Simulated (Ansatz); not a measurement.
## Elastic constants of BP at 3 GPa (stress–strain coefficients): input and output

Computed with DFT PBEsol, scalar-relativistic, plane waves, PAW (Ansatz 0.2.0).

Launched with:
```bash
ansatz run input.yaml --threads 1 --pin off --max-ram 3072MiB --backend cpu --events-out ev --progress --plain --runs-dir out
```

Input (bare energies are in eV):
```yaml
crystal:
  lattice:
    - [0.0, 2.2472913717, 2.2472913717]
    - [2.2472913717, 0.0, 2.2472913717]
    - [2.2472913717, 2.2472913717, 0.0]
  atoms:
    - { symbol: B, position: [0.0, 0.0, 0.0] }
    - { symbol: P, position: [0.75, 0.75, 0.75] }
basis:
  ecutwfc: 420
kpoints:
  mp_grid: { grid: [10, 10, 10] }
hamiltonian:
  xc: pbesol
scf:
  occupations: { method: fixed }
output:
  forces: true
  stress: true
  eigenvalues: true
  polarization: {}
elastic:
  mode: relaxed_ion
  stencil: two_point
```

From the output:
```
--- Elastic constants: 2 strain directions × 2 members + reference (group order 24) ---
  dense FFT box of the reference and of every strained cell: 24×24×24
  strains applied: 11, 23; error gains: componentwise 1.00 (the most a stress slope's error grows in a printed constant), spectral 1.73 (1 for all six strains in a standard setting)
  C = ∂σ_k/∂η_j (tension-positive GPa; Voigt order 11 22 33 23 13 12):
       359.938     91.065     91.065      0.000      0.000     -0.000
        91.065    359.938     91.065      0.000      0.000     -0.000
        91.065     91.065    359.938      0.000      0.000      0.000
        -0.000      0.000      0.000    193.357     -0.000     -0.000
        -0.000     -0.000      0.000      0.000    193.357      0.000
         0.000      0.000     -0.000      0.000      0.000    193.357
  reference stress σ⁰ (GPa):     -2.980     -2.980     -2.980     -0.000      0.000      0.000
  C* (energy form; C + prestress term) asymmetry max|C*_kj − C*_jk| = 4.263e-14 GPa — a small one proves nothing (zero by symmetry where the batch's group is 432, −43m or m−3m); a large one is finite-difference/SCF noise where every solve ...
  moduli (Voigt/Reuss/Hill, GPa): K = 180.69/180.69/180.69   G = 169.79/164.52/167.15   E = 383.27   ν = 0.146
  mechanically stable: yes (min eigenvalue of sym C = 193.36 GPa)
  e, the proper piezoelectric tensor (elastic.mode: relaxed_ion; C/m²; rows x y z; Voigt order 11 22 33 23 13 12):
       0.00000    0.00000    0.00000    0.11918   -0.00000   -0.00000
      -0.00000   -0.00000    0.00000    0.00000    0.11918    0.00000
      -0.00000    0.00000   -0.00000    0.00000    0.00000    0.11918
  ±, each entry's uncertainty from the finite density of the strings (C/m²), an estimate: the size of the correction for it that the entry includes:
       0.00000    0.00000    0.00000    0.00867    0.00000    0.00000
       0.00000    0.00000    0.00000    0.00000    0.00867    0.00000
       0.00000    0.00000    0.00000    0.00000    0.00000    0.00867
  the group's symmetry takes up to 4.4e-9 C/m² out of the measured responses: error of the strings' finite density and of the mesh across them, as far as it breaks the symmetry (raise kpoints.mp_grid and any string_points); the largest step ...
  strain η (Voigt 11):  stress-route row diagonal C_11 = 359.94 GPa, energy-path curvature d²(F+E_count+ΔE)/dδ²/Ω₀ = 359.89 GPa
         δ    σ_11 (GPa) F (eV) n_scf n_hpsi n_pw
    -2.000e-3      -3.7017        -893.5845631       7   17744    459   relax 0 steps, max|allowed force component| 2.32e-16 eV/Å
     2.000e-3      -2.2620        -893.5862521       7   17585    459   relax 0 steps, max|allowed force component| 8.33e-17 eV/Å
  strain η (Voigt 23):  stress-route row diagonal C_44 = 193.36 GPa, energy-path curvature d²(F+E_count+ΔE)/dδ²/Ω₀ = 194.71 GPa
         δ    σ_23 (GPa) F (eV) n_scf n_hpsi n_pw
    -2.000e-3      -0.3867        -893.5854540       2   16021    459   relax 3 steps, max|allowed force component| 3.17e-7 eV/Å
     2.000e-3       0.3867        -893.5854540       2   16071    459   relax 3 steps, max|allowed force component| 2.02e-7 eV/Å
--- Formal polarisation (Berry phase): one branch of a lattice of values; only differences between neighbouring runs are physical ---
  axis mesh electronic ionic p = total spread (rad) least overlap resolved gap  δp at fixed H ≤   (phases in cycles; p mod 1; gap in eV; gap and δp judge the states as solved, not the mesh's step, its ...
  b1    10×10×10       -0.00000000     3.75000000     3.75000000      0.132243         0.8572        3.4071           1.6e-6
  b2    10×10×10        0.00000000     3.75000000     3.75000000      0.132243         0.8572        3.4071           1.6e-6
  b3    10×10×10        0.00000000     3.75000000     3.75000000      0.132243         0.8572        3.4071           1.6e-6
  quantum along a1:   0.14001231 e/Å² =   224.324458 µC/cm²
  quantum along a2:   0.14001231 e/Å² =   224.324458 µC/cm²
  quantum along a3:   0.14001231 e/Å² =   224.324458 µC/cm²
  P = (  0.74252743,   0.74252743,   0.74252743) e/Å² = ( 1189.660091,  1189.660091,  1189.660091) µC/cm²  (mod the quanta)
```

The run took 31 s on 1 thread of AMD EPYC 7R43 64-Core Processor (Zen 3), on a shared host, peak memory 0.41 GiB.